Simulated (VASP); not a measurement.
# Ba (P6/mmm) in VASP: notebook

One crystal, Ba, is run at these levels: PBE; tasks: single point.

Everything below comes from runs of VASP 6.6.1. Logs are shortened: lines on timing, memory, paths and dates and some standing lists are left out, and cuts for length are marked.

### Step 1. The crystal as given

The structure is hexagonal, space group P6/mmm (No. 191). The conventional cell has a = 4.433 Å, b = 4.433 Å, c = 3.702 Å, α = 90.00°, β = 90.00°, γ = 120.00°. Ba (site symmetry 6/mmm) is surrounded by 2 Ba at 3.70 Å.

This isn't the form of Ba at room conditions, which is bcc.

### Step 2. Single point, PBE

INCAR

```
ALGO = Fast
EDIFF = 1E-6
ENCUT = 520
GGA = PE
ISIF = 2
ISMEAR = 0
LASPH = True
LCHARG = False
LREAL = False
LWAVE = False
NBANDS = 11
NELM = 100
PREC = Accurate
SIGMA = 0.15
```

KPOINTS

```
k-points
0
Gamma
  15 15 14
```

POSCAR

```
Ba
1.0
    4.4331310228      0.0000000000      0.0000000000
   -2.2165655114      3.8392040840      0.0000000000
    0.0000000000      0.0000000000      3.7018112268
Ba
1
Direct
    0.0000000000      0.0000000000      0.0000000000
```

Potentials or basis: VASP PAW PBE potentials, release 64 (Ba_sv).

On the command line:

```
> cat potpaw_PBE.64/Ba_sv/POTCAR > POTCAR
> mpirun -np 1 vasp_std > vasp.out
```

OUTCAR:

```text
EDIFF = 1E-6
   ENCUT = 520
   GGA = PE
   ISIF = 2
   ISMEAR = 0
   LASPH = True
   LREAL = False
   NELM = 100
   PREC = Accurate

 ion  position               nearest neighbor table
   1  0.000  0.000  0.000-

  LATTYP: Found a hexagonal cell.
 ALAT       =     4.4331310228
 C/A-ratio  =     0.8350331194

  Lattice vectors:

 A1 = (   4.4331310228,   0.0000000000,   0.0000000000)
 A2 = (  -2.2165655114,   3.8392040840,   0.0000000000)
 A3 = (   0.0000000000,   0.0000000000,   3.7018112268)

Analysis of symmetry for initial positions (statically):
=====================================================================
 Subroutine PRICEL returns:
 Original cell was already a primitive cell.

 Routine SETGRP: Setting up the symmetry group for a
 hexagonal supercell.

 Subroutine GETGRP returns: Found 24 space group operations
 (whereof 24 operations were pure point group operations)
 out of a pool of 24 trial point group operations.

The static configuration has the point symmetry D_6h.

Analysis of symmetry for dynamics (positions and initial velocities):
=====================================================================
 Subroutine PRICEL returns:
 Original cell was already a primitive cell.

 Routine SETGRP: Setting up the symmetry group for a
 hexagonal supercell.

 Subroutine GETGRP returns: Found 24 space group operations
 (whereof 24 operations were pure point group operations)
 out of a pool of 24 trial point group operations.

The dynamic configuration has the point symmetry D_6h.

 Subroutine INISYM returns: Found 24 space group operations
 (whereof 24 operations are pure point group operations),
 and found     1 'primitive' translations

----------------------------------------------------------------------------------------

                                     Primitive cell

  volume of cell :      63.0037

  direct lattice vectors                    reciprocal lattice vectors
     4.433131023  0.000000000  0.000000000     0.225574204  0.130235327  0.000000000
    -2.216565511  3.839204084  0.000000000     0.000000000  0.260470654  0.000000000
     0.000000000  0.000000000  3.701811227     0.000000000  0.000000000  0.270138032

  length of vectors
     4.433131023  4.433131023  3.701811227     0.260470654  0.260470654  0.270138032

  position of ions in fractional coordinates (direct lattice)
     0.000000000  0.000000000  0.000000000

  ion indices of the primitive-cell ions
   primitive index   ion index
                 1           1

----------------------------------------------------------------------------------------

 KPOINTS: k-points

Automatic generation of k-mesh.
 Grid dimensions read from file:
 generate k-points for:   15   15   14

 Generating k-lattice:

  Cartesian coordinates                     Fractional coordinates (reciprocal lattice)
     0.015038280  0.008682355  0.000000000     0.066666667  0.000000000  0.000000000
     0.000000000  0.017364710  0.000000000     0.000000000  0.066666667  0.000000000
     0.000000000  0.000000000  0.019295574     0.000000000  0.000000000  0.071428571

  Length of vectors
     0.017364710  0.017364710  0.019295574

  Shift w.r.t. Gamma in fractional coordinates (k-lattice)
     0.000000000  0.000000000  0.000000000

 Subroutine IBZKPT returns following result:
 ===========================================

 Found    216 irreducible k-points:

 Following reciprocal coordinates:
            Coordinates               Weight
  0.000000  0.000000  0.000000      1.000000
  0.066667  0.000000  0.000000      6.000000
  0.133333  0.000000  0.000000      6.000000
  0.200000  0.000000  0.000000      6.000000
  0.266667  0.000000  0.000000      6.000000
  0.333333  0.000000  0.000000      6.000000
[... 16 lines left out ...]
  0.333333  0.200000  0.000000     12.000000
  0.400000  0.200000  0.000000      6.000000
 [... further k-points ...]
   k-points           NKPTS =    216   k-points in BZ     NKDIM =    216   number of bands    NBANDS=     11
   number of dos      NEDOS =    301   number of ions     NIONS =      1
   total plane-waves  NPLWV =  36288
   dimension x,y,z NGX =    36 NGY =   36 NGZ =   28
   dimension x,y,z NGXF=    72 NGYF=   72 NGZF=   56
   ions per type =               1
   NGX,Y,Z   is equivalent  to a cutoff of  13.50, 13.50, 12.57 a.u.
   NGXF,Y,Z  is equivalent  to a cutoff of  27.00, 27.00, 25.15 a.u.
 SYSTEM =  unknown system
   PREC   = accura    normal or accurate (medium, high low for compatibility)
   ISTART =      0    job   : 0-new  1-cont  2-samecut
   ICHARG =      2    charge: 1-file 2-atom 10-const
   ISPIN  =      1    spin polarized calculation?
   LNONCOLLINEAR =      F non collinear calculations
   LSORBIT =      F    spin-orbit coupling
   LASPH  =      T    aspherical Exc in radial PAW
   ENCUT  =  520.0 eV  38.22 Ry    6.18 a.u.   8.24  8.24  6.88*2*pi/ulx,y,z
   NELM   =    100;   NELMIN=  2; NELMDL= -5     # of ELM steps
   EDIFF  = 0.1E-05   stopping-criterion for ELM
   LREAL  =      F    real-space projection
   EDIFFG = 0.1E-04   stopping-criterion for IOM
   NSW    =      0    number of steps for IOM
   IBRION =     -1    ionic relax: 0-MD 1-quasi-New 2-CG
   NFREE  =      0    steps in history (QN), initial steepest desc. (CG)
   ISIF   =      2    stress and relaxation
   ISYM   =      2    0-nonsym 1-usesym 2-fastsym
   POTIM  = 0.5000    time-step for ionic-motion
   TEBEG  =    0.0;   TEEND  =   0.0 temperature during run
   PSTRESS=    0.0 pullay stress
   NELECT =      10.0000    total number of electrons
   NUPDOWN=      -1.0000    fix difference up-down
   EMIN   =  10.00;   EMAX   =-10.00  energy-range for DOS
   EFERMI =   0.00;   METHOD = LEGACY
   ISMEAR =     0;   SIGMA  =   0.15  broadening in eV -4-tet -1-fermi 0-gaus
   EFERMI_NEDOS =   21; number of points for ismear=-14 and -15
   IALGO  =     68    algorithm
   IMIX   =      4    mixing-type and parameters
     AMIX     =   0.40;   BMIX     =  1.00
     AMIX_MAG =   1.60;   BMIX_MAG =  1.00
  volume/ion in A,a.u.               =      63.00       425.17
  Fermi-wavevector in a.u.,A,eV,Ry     =   0.886379  1.675014 10.689660  0.785668
  Thomas-Fermi vector in A             =   2.007537
   LORBIT       =      0    0 simple, 1 ext, 2 COOP (PROOUT), +10 PAW based schemes
   GGA     = PE    functional components
   LHFCALC =     F    Hartree Fock is set to
   AEXX    =    0.0000 exact exchange contribution
   IVDW    =     0    specifies the selected vdW correction
   LEPSILON=     F    determine dielectric tensor
   LRPA    =     F    only Hartree local field effects (RPA)
 non-spin polarized calculation
 RMM-DIIS sequential band-by-band and
 Gauss-broadening in eV      SIGMA  =   0.15
  energy-cutoff  :      520.00
  volume of cell :       63.00
 maximum number of plane-waves:      1720
 NGX is ok and might be reduce to    36

 number of electron      10.0000000 magnetization

 Free energy of the ion-electron system (eV)
  ---------------------------------------------------
  ext. energy  EPLUGINS =         0.00000000
  ---------------------------------------------------
  free energy    TOTEN  =        -1.68228268 eV

  energy without entropy =       -1.67099426  energy(sigma->0) =       -1.67663847

 E-fermi :   1.6800     XC(G=0):  -7.3923

 val. band max:        1.6685201227   @ k =   0.4000   0.2000   0.2143
 cond. band min:       1.6895306311   @ k =   0.0000   0.0000   0.0000
 fundamental gap:      0.0210105084
 Fermi energy:         1.6799769632

 k-point     1 :       0.0000    0.0000    0.0000
  band No.  band energies     occupation
      1     -27.5073      2.00000
      2     -12.4744      2.00000
      3     -12.4744      2.00000
      4     -12.1461      2.00000
      5      -1.0233      2.00000
      6       1.6895      0.92823
      7       3.2131      0.00000
      8       3.2131      0.00000
      9       6.7233      0.00000
     10       6.7233      0.00000
     11       7.4230      0.00000

 k-point     2 :       0.0667    0.0000    0.0000
  band No.  band energies     occupation
      1     -27.5060      2.00000
      2     -12.4919      2.00000
      3     -12.4783      2.00000
      4     -12.1446      2.00000
      5      -0.9523      2.00000
      6       1.7124      0.76017
      7       3.0975      0.00000
      8       3.2825      0.00000
      9       6.6187      0.00000
     10       6.7081      0.00000
     11       7.6475      0.00000

 k-point     3 :       0.1333    0.0000    0.0000
  band No.  band energies     occupation
      1     -27.5025      2.00000
      2     -12.5409      2.00000
      3     -12.4894      2.00000
      4     -12.1404      2.00000
      5      -0.7477      2.00000
      6       1.7758      0.36639
      7       2.8223      0.00000
      8       3.4884      0.00000
      9       6.3611      0.00000
     10       6.6656      0.00000
     11       8.2433      0.00000

 k-point     4 :       0.2000    0.0000    0.0000
  band No.  band energies     occupation
      1     -27.4972      2.00000
      2     -12.6117      2.00000
      3     -12.5057      2.00000
      4     -12.1342      2.00000
      5      -0.4356      2.00000
      6       1.8586      0.09217
      7       2.5217      0.00000
      8       3.8239      0.00000
      9       6.0490      0.00000
     10       6.6046      0.00000
     11       8.8315      0.00000

 k-point     5 :       0.2667    0.0000    0.0000
  band No.  band energies     occupation
      1     -27.4911      2.00000
      2     -12.6910      2.00000
      3     -12.5242      2.00000
      4     -12.1270      2.00000
      5      -0.0628      2.00000
      6       1.8950      0.04261
      7       2.3350      0.00000
      8       4.2766      0.00000
      9       5.7515      0.00000
     10       6.5370      0.00000
     11       8.2348      0.00000
[... 211 lines left out ...]
 k-point    21 :       0.2000    0.2000    0.0000
  band No.  band energies     occupation
      1     -27.4839      2.00000
      2     -12.7484      2.00000
      3     -12.5829      2.00000
      4     -12.1185      2.00000
      5       0.5020      2.00000
      6       1.9451      0.01244
      7       2.0894      0.00011
      8       4.9714      0.00000
      9       5.5685      0.00000
     10       6.2776      0.00000
     11       7.3893      0.00000

 k-point    22 :       0.2667    0.2000    0.0000
  band No.  band energies     occupation
      1     -27.4796      2.00000
      2     -12.7829      2.00000
      3     -12.6162      2.00000
      4     -12.1134      2.00000
      5       0.8767      2.00000
      6       1.8394      0.13279
      7       2.1584      0.00001
      8       5.4547      0.00000
      9       5.4677      0.00000
     10       6.1413      0.00000
     11       6.8147      0.00000

 k-point    23 :       0.3333    0.2000    0.0000
  band No.  band energies     occupation
      1     -27.4767      2.00000
      2     -12.8044      2.00000
      3     -12.6404      2.00000
      4     -12.1100      2.00000
      5       1.1266      2.00000
      6       1.8477      0.11382
      7       2.1957      0.00000
      8       5.4094      0.00000
      9       5.8095      0.00000
     10       6.0445      0.00000
     11       6.4377      0.00000

 k-point    24 :       0.4000    0.2000    0.0000
  band No.  band energies     occupation
      1     -27.4756      2.00000
      2     -12.8117      2.00000
      3     -12.6493      2.00000
      4     -12.1087      2.00000
      5       1.1975      1.99999
      6       1.8973      0.04043
      7       2.1972      0.00000
      8       5.3907      0.00000
      9       5.8737      0.00000
     10       6.0095      0.00000
     11       6.3954      0.00000

 [... further k-points ...]

------------------------ aborting loop because EDIFF is reached ----------------------------------------

  FORCE on cell =-STRESS in cart. coord.  units (eV):
  Direction    XX          YY          ZZ          XY          YZ          ZX
  --------------------------------------------------------------------------------------
  -------------------------------------------------------------------------------------
  Total       -0.5063499     -0.5063499      1.0823062      0.0000000      0.0000000      0.0000000
  in kB      -12.8764255    -12.8764255     27.5229314      0.0000000      0.0000000      0.0000000
  external PRESSURE =       0.5900268 kB  Pullay stress =       0.0000000 kB

 VOLUME and BASIS-vectors are now :
 -----------------------------------------------------------------------------
  energy-cutoff  :      520.00
  volume of cell :       63.00
      direct lattice vectors                 reciprocal lattice vectors
     4.433131023  0.000000000  0.000000000     0.225574204  0.130235327  0.000000000
    -2.216565511  3.839204084  0.000000000     0.000000000  0.260470654  0.000000000
     0.000000000  0.000000000  3.701811227     0.000000000  0.000000000  0.270138032

 POSITION                                       TOTAL-FORCE (eV/Angst)
 -----------------------------------------------------------------------------------
      0.00000      0.00000      0.00000         0.000000      0.000000      0.000000
 -----------------------------------------------------------------------------------
    total drift:                                0.000000     -0.000000     -0.000000

  FREE ENERGIE OF THE ION-ELECTRON SYSTEM (eV)
  ---------------------------------------------------
  free  energy   TOTEN  =        -1.6822826842 eV

  energy  without entropy=       -1.6709942609  energy(sigma->0) =       -1.67663847
```

It took 48 s on 1 thread of Intel Xeon 6975P-C (Granite Rapids), shared host; peak memory 0.29 GiB.

Results:

| Item | Value |
| --- | --- |
| Free energy | -1.6823 eV |
| Pressure | 0.1 GPa |
| Band gap on the k mesh | none (metal or under the smearing width) |

Levels at points of the mesh, in eV from the Fermi level:
```tsv
k point	band 1	band 2	band 3	band 4	band 5	band 6	band 7	band 8	band 9	band 10
(0.00, 0.00, 0.00)	-29.19	-14.15	-14.15	-13.83	-2.70	0.01	1.53	1.53	5.04	5.04
(0.00, 0.00, 0.50)	-29.07	-14.98	-14.03	-14.03	-0.49	0.94	2.02	2.02	2.38	2.38
```

### Step 3. Single point, PBE

This run uses another cell than the first one, of the same volume but with other edges.

INCAR

```
SYSTEM = Ba
ALGO = Fast
EDIFF = 1E-6
ENCUT = 520
GGA = PE
ISIF = 2
ISMEAR = 0
LASPH = .True.
LCHARG = .False.
LREAL = .False.
LWAVE = .False.
NBANDS = 11
NELM = 100
PREC = Accurate
SIGMA = 0.15
```

KPOINTS

```
k-points
0
Gamma
  15 15 14
  0 0 0
```

POSCAR

```
Ba
1.0
    4.0573838323      0.0000000000      0.0000000000
   -2.0286919162      3.5137974717      0.0000000000
    0.0000000000      0.0000000000      4.4191954934
Ba
1
Direct
    0.0000000000      0.0000000000      0.0000000000
```

Potentials or basis: VASP PAW PBE potentials, release 64 (Ba_sv).

On the command line:

```
> cat potpaw_PBE.64/Ba_sv/POTCAR > POTCAR
> mpirun -np 1 vasp_std > vasp.out
```

Wall time 52 s (1 thread of Intel Xeon 6975P-C (Granite Rapids), shared host); peak memory 0.28 GiB.

The run converged. Its results:

```
Free energy            : -1.6401 eV
Pressure               : 0.4 GPa
Band gap on the k mesh : none (metal or under the smearing width)
```

Stress tensor (GPa, compression positive):
```
 1.78  0.00  0.00
 0.00  1.78  0.00
 0.00  0.00 -2.44
```

Levels at points of the mesh, in eV from the Fermi level:
| k point | band 2 | band 3 | band 4 | band 5 | band 6 | band 7 | band 8 | band 9 |
| --- | --- | --- | --- | --- | --- | --- | --- | --- |
| (0.00, 0.00, 0.00) | -14.03 | -13.74 | -13.74 | -2.60 | 0.12 | 1.98 | 1.98 | 4.78 |
| (0.00, 0.00, 0.50) | -14.31 | -13.72 | -13.72 | -1.23 | 0.30 | 2.21 | 2.21 | 3.71 |

The run has no spin-orbit coupling, so splittings on Ba are missing.

[end of part 1 of 2]
